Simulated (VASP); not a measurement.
Here is a VASP 6.6.1 calculation.

INCAR

```
SYSTEM = ZnS
PREC = Accurate ; ENCUT = 630
EDIFF = 1E-6 ; ISMEAR = -1
SIGMA = 0.05 ; LREAL = .FALSE.
LASPH = .TRUE. ; NELM = 80
ALGO = Fast ; ISIF = 3
LWAVE = .FALSE. ; LCHARG = .FALSE.
GGA = PE ; IBRION = 2
NSW = 40 ; EDIFFG = -0.01
```

KPOINTS

```
Automatic mesh
0
G
  8 8 5
  0 0 0
```

POSCAR

```
ZnS
1.0
    3.8110000000      0.0000000000      0.0000000000
   -1.9055000000      3.3004228138      0.0000000000
    0.0000000000      0.0000000000      6.2340000000
Zn S
2 2
Direct
    0.6666666667      0.3333333333      0.5000000000
    0.3333333333      0.6666666667      0.0000000000
    0.6666666667      0.3333333333      0.8850000000
    0.3333333333      0.6666666667      0.3850000000
```

Potentials or basis: VASP PAW PBE potentials, release 64 (Zn_GW, S_GW).

Run with:

```sh
$ cat potpaw_PBE.64/Zn_GW/POTCAR potpaw_PBE.64/S_GW/POTCAR > POTCAR
$ mpirun -np 1 vasp_std > vasp.out
```

Problem. Predict the relaxed volume.

Solution. 20.23 Å³/atom.

Problem. Estimate the band gap on the k mesh.

Solution. 2.07 eV, direct.

The path:
| step | energy change (eV) | largest force (eV/Å) | pressure (GPa) | volume (Å³) |
| --- | --- | --- | --- | --- |
| 1 | 0.0000 | 0.3214 | 2.41 | 78.41 |
| 2 | -0.0304 | 0.0910 | -0.84 | 81.80 |
| 3 | -0.0316 | 0.1307 | -0.31 | 81.20 |
| 4 | -0.0348 | 0.0700 | 0.01 | 80.93 |
| 5 | -0.0360 | 0.0220 | 0.20 | 80.73 |
| 6 | -0.0362 | 0.0023 | 0.19 | 80.66 |
| 7 | -0.0377 | 0.0029 | 0.06 | 80.83 |
| 8 | -0.0378 | 0.0027 | -0.02 | 80.92 |

PBE usually gives volumes a little too large and moduli too small. Zero-point motion and thermal expansion aren't in these numbers.
